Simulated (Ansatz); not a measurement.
## A Si vacancy and a C vacancy, 3.15 Å apart on the ideal sites in 4H-SiC, 94 atoms, charge 0 (k site)

All numbers come from Ansatz (PAW, plane waves, no spin–orbit coupling) at the single k point (¼, ¼, ¼) without its symmetry partners. The atoms were relaxed with PBEsol in a fixed cell; other functionals are single points on those atoms unless said otherwise. The valence top and gap of the host come from its small cell on a dense mesh, with the band extrema sought between the mesh points, lined up by the mean potential, PBEsol gap 2.12 eV, r²SCAN gap 2.60 eV.

Cell: a = 9.234 Å, b = 10.663 Å, c = 10.076 Å, α = 90.00°, β = 90.00°, γ = 90.00°.

Nearest atoms after relaxation, from the placed atom (for vacancies from the middle of the vacant sites): Si at 2.14 Å, Si at 2.14 Å, Si at 2.17 Å, C at 2.20 Å, C at 2.20 Å, C at 2.22 Å, Si at 3.45 Å, Si at 3.46 Å.

Chemical potentials μ are those of reference phases of the elements at zero temperature by the same functional (the usual solids, diamond for C, grey Sn, and the molecules H2, N2, O2, F2, Cl2, Br2 and S8).

| functional | E(defect) − E(host) − Σ nμ + q·E_VBM (eV) | monopole (eV) | alignment (eV) | formation energy at E_F = VBM (eV) | moment (μB) | wall time, shared host |
| --- | --- | --- | --- | --- | --- | --- |
| PBEsol | 10.18 | 0.00 | 0.00 | 10.18 | 0 (no spin) | 66 s on NVIDIA H100 (relaxation) |

Problem. Estimate the formation energy and moment that r²SCAN gives on these atoms.

Solution. 10.56 eV at E_F = VBM, moment 0 (no spin).

r²SCAN one-electron levels near the gap (the ten most localised at most), from the host's valence top:

| level (eV) | spin | filling | atoms sharing it | element of the atom with most weight |
| --- | --- | --- | --- | --- |
| -0.25 | both | 2.00 | 64.0 | spread |
| -0.07 | both | 2.00 | 15.2 | C |
| 0.32 | both | 2.00 | 10.6 | C |
| 0.57 | both | 2.00 | 10.8 | C |
| 1.01 | both | 0.00 | 15.4 | C |

The runs had no spin polarisation though PBEsol leaves holes or close levels at the Fermi level; a state of higher spin may be lower.

All elements are taken at their own reference at once; growth conditions in equilibrium with the host shift these energies, by up to the host's formation enthalpy.

One k point and a cell of this size can leave errors of several tenths of an eV in such numbers.
